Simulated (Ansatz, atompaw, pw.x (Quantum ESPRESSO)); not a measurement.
## Equation-of-state test of one PAW (atompaw) potential (silicon)

```json
{"Element": "silicon (Si)", "Generator": "atompaw 4.2.0.5", "Type": "PAW", "Functional": "LDA (PW92)", "Relativity": "scalar-relativistic", "Frozen core": "[Ne]", "Valence charge": "4", "Reference configuration": "3s2 3p2", "Partial waves": "3s (bound): rc 2.05 bohr; 3s channel at 1.3 Ry: rc 2.40 bohr; 3p (bound): rc 2.40 bohr; 3p channel at 0.35 Ry: rc 2.40 bohr; 3d channel at 0.4 Ry: rc 2.40 bohr; 3d channel at 1.65 Ry: rc 1.85 bohr", "Local potential": "troulliermartins scheme with l = 3 at -0.5 Ry, radius 1.60 bohr", "Core correction": "smooth core density matched at 1.25 bohr", "Augmentation charge": "sinc compensation charge, radius 1.80 bohr; PAW radius 2.40 bohr; waves and projectors: custom polynom2 7 10 vanderbiltortho"}
```

Atomic tests: cutoffs needed: 10 Ry and 15 Ry (the cutoffs (Ry, on a coarse ladder) from which the occupation-weighted sum of valence levels, in a spherical-Bessel basis at the reference potential, stays within 10 and 1 mRy of its value at 400 Ry); ghost test: no extra level below or beside the all-electron valence levels (s, p, d, f tested) (spherical-Bessel basis up to 400 Ry, 20 bohr box); lowest eigenvalue of the overlap operator: 0.48 (d channel).

Crystal test: bcc Si in pw.x 7.5, no spin, 15³ k-points, Fermi–Dirac smearing 0.01 Ry, cutoffs 40/400 Ry. The reference is all-electron LAPW (Ansatz 0.2.0) with the same functional, mesh and smearing; V0 and B0 come from Birch–Murnaghan fits to the pressures at five volumes. Errors are pseudo minus all-electron; Δ is the rms difference of the E(V) curves that follow from these fits, minima aligned, over ±6 % about the mean V0. Mesh and smearing are coarse, so the numbers serve the comparison and aren't converged zero-temperature values; the lattice is a test structure that the element need not adopt.

```csv
V (Å³/atom),P all-electron (GPa),P pseudo (GPa)
13.383,6.06,3.72
13.735,2.95,0.78
14.087,0.22,-1.78
14.439,-2.17,-4.03
14.791,-4.26,-5.99
```

All-electron: a0 = 3.045 Å (V0 = 14.12 Å³/atom), B0 = 101.1 GPa.

Pseudopotential: mean pressure error (GPa): -2.02; a0 (Å): 3.025; a0 error (%): -0.67; B0 error (%): +2.5; Δ (meV/atom): 6.3. This is a poor potential for the solid.

Question: At the middle volume, how do free energy and pressure move when the wave cutoff is lowered (ecutrho held at 400 Ry)?

Answer:

```
cutoff (Ry)  shift of F (meV/atom)  shift of P (GPa)
         18                  +42.4             +1.15
         24                  +36.0             +0.99
         32                  +12.1             -0.07
```

The run at the middle volume (120 k-points, 7 iterations) took about 6.3 s on one core of a shared host (Intel(R) Xeon(R) 6975P-C, 192 threads, 756 GiB, load 99).
